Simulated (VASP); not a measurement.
A run of VASP 6.6.1:

File INCAR:

```
SYSTEM = Ni
PREC = Accurate ; ENCUT = 600
EDIFF = 1E-6 ; ISMEAR = 1
SIGMA = 0.1 ; LREAL = .False.
LASPH = .True. ; NELM = 150
ALGO = Normal ; ISIF = 3
LWAVE = .False. ; LCHARG = .False.
ISPIN = 2 ; MAGMOM = 2
LORBIT = 11 ; LMAXMIX = 4
GGA = CA ; IBRION = 2
NSW = 90 ; EDIFFG = -0.01
AMIX = 0.2 ; BMIX = 1E-4
AMIX_MAG = 0.8 ; BMIX_MAG = 1E-4
```

The input KPOINTS:

```
regular mesh
0
Gamma
  18 18 18
  0 0 0
```

The input POSCAR:

```
Ni
1.0
   -1.3837154700      1.3837154700      1.3837154700
    1.3837154700     -1.3837154700      1.3837154700
    1.3837154700      1.3837154700     -1.3837154700
Ni
1
Direct
    0.0000000000      0.0000000000      0.0000000000
```

Potentials or basis: VASP PAW LDA potentials, release 64 (Ni).

Run with:

```bash
$ cat potpaw_LDA.64/Ni/POTCAR > POTCAR
$ mpirun -np 1 vasp_std > vasp.out
```

Hardware: 1 thread of Intel(R) Xeon(R) 6975P-C (Granite Rapids), on a shared host.

Question: How long does it take, and how much memory?

Answer: It took 76 s on 1 thread of Intel(R) Xeon(R) 6975P-C (Granite Rapids) (shared host), peak memory 0.16 GiB. Counts: scf iterations 39, k points 195, ion steps 4.
